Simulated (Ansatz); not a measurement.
## LiF (rocksalt): gap against strain (epitaxial in the xy plane)

LiF in the rocksalt structure, relaxed with r2SCAN in Ansatz 0.2.0, then strained (epitaxial in the xy plane; changes of length per length, axes as in the cell below) with the atoms relaxed again within the symmetry that is left. It is cubic, Fm-3m (No. 225); a = 3.990 Å in the conventional setting, 7.94 Å³ an atom. Around Li lie 6 F at 1.99 Å; around F lie 6 Li at 1.99 Å. (Simulation; spin polarisation is off.)

```
Li F
1.0
     0.00000    1.99487    1.99487
     1.99487    0.00000    1.99487
     1.99487    1.99487    0.00000
Li F
1 1
Direct
  0.00000 0.00000 0.00000
  0.50000 0.50000 0.50000
```

Gaps are the least over each mesh (PBE 10×10×10, r2SCAN 10×10×10, HSE06 8×8×8 when unstrained) and the special points, which keep their unstrained names; stress is the change from the unstrained cell, compression positive.

```csv
strain (%),free normal strain (%),"gap, PBE (eV)","gap, r2SCAN (eV)","gap, HSE06 (eV)","edges, HSE06","in-plane stress, r2SCAN (GPa)","energy rise, r2SCAN (meV/atom)"
-5.97,+4.85,9.903,10.908,12.254,Γ,+13.53,35.1
-5.82,+4.69,–,10.896,–,–,+13.07,33.1
-0.5,+0.33,9.397,10.383,11.727,Γ,+0.80,0.2
0.0,0.00,9.347,10.330,11.674,Γ–K (0.17) → Γ,0.00,0.0
+0.5,-0.32,–,10.258,–,–,-0.75,0.2
+2.66,-1.65,8.984,9.950,11.282,Γ,-3.46,4.8
```

Between zero and the nearest strains the slope of the HSE06 gap against strain is -0.106 eV per percent for negative and -0.147 for positive strain.

Where an edge lies off the special points, it is a point of the mesh or the k point where a search put PBE's edge or least direct gap, reused for the other functionals, whose own edges may lie a little apart.

The meshes of the hybrids are coarse, so their gaps aren't converged to the digits shown.
